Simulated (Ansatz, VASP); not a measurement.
# GaSb in VASP and in Ansatz

The input INCAR:

```
ALGO = Fast ; EDIFF = 1E-6
EDIFFG = -0.01 ; ENCUT = 600
GGA = PE ; IBRION = 2
ISIF = 3 ; ISMEAR = 0
LASPH = True ; LCHARG = False
LREAL = False ; LWAVE = False
NELM = 100 ; NSW = 100
PREC = Accurate ; SIGMA = 0.1
```

File KPOINTS:

```
k-points
0
Gamma
  16 16 16
```

The input POSCAR:

```
GaSb
1.0
    0.0000000000      3.0686042300      3.0686042300
    3.0686042300      0.0000000000      3.0686042300
    3.0686042300      3.0686042300      0.0000000000
Ga Sb
1 1
Direct
    0.0000000000      0.0000000000      0.0000000000
    0.7500000000      0.7500000000      0.7500000000
```

Input for Ansatz:

```yaml
crystal:
  lattice:
    - [0.0, 3.06860423, 3.06860423]
    - [3.06860423, 0.0, 3.06860423]
    - [3.06860423, 3.06860423, 0.0]
  atoms:
    - { symbol: Ga, position: [0.0, 0.0, 0.0] }
    - { symbol: Sb, position: [0.75, 0.75, 0.75] }
basis:
  ecutwfc: 420
kpoints:
  mp_grid: { grid: [16, 16, 16] }
hamiltonian:
  xc: pbe
scf:
  occupations: { method: gaussian, width: 0.1 }
output:
  forces: true
  stress: true
  eigenvalues: true
  write_density: true
  write_potential: true
  elf: true
  volumetric_format: npy
relax:
  adjacent_minimum: "off"
  f_tol: 0.01
  max_steps: 80
  cell: { stress_tol: 0.05 }
```

Alike in both runs: task relaxation of cell and atoms; functional PBE; k mesh 16 × 16 × 16; occupations gaussian, width 0.1 eV; no spin polarisation.

```csv
,VASP,Ansatz
version,VASP 6.6.1,Ansatz 0.2.0
potentials or method,"VASP PAW PBE potentials, release 64 (Ga_d, Sb)","scalar-relativistic, plane waves, PAW"
plane-wave cutoff (eV),600,420
valence electrons in the cell,18,28
```

Ansatz gave:

* gap on the k mesh at the Fermi level, each at its own relaxed structure (eV): none
* relaxed volume (Å³/atom): 30.01
* relaxed cell length with the largest relative difference (Å): 4.395
* energy change over the relaxation (meV/atom): -6

Problem. What did VASP give for the same quantities?

Solution. gap on the k mesh at the Fermi level, each at its own relaxed structure (eV): none; relaxed volume (Å³/atom): 30.00; relaxed cell length with the largest relative difference (Å): 4.394; energy change over the relaxation (meV/atom): -6.

A gap of «none» marks a metal or a gap that the smearing closes. The two sets of potentials don't hold the same shells in valence.

The runs have no spin-orbit coupling, so splittings on Sb are missing.
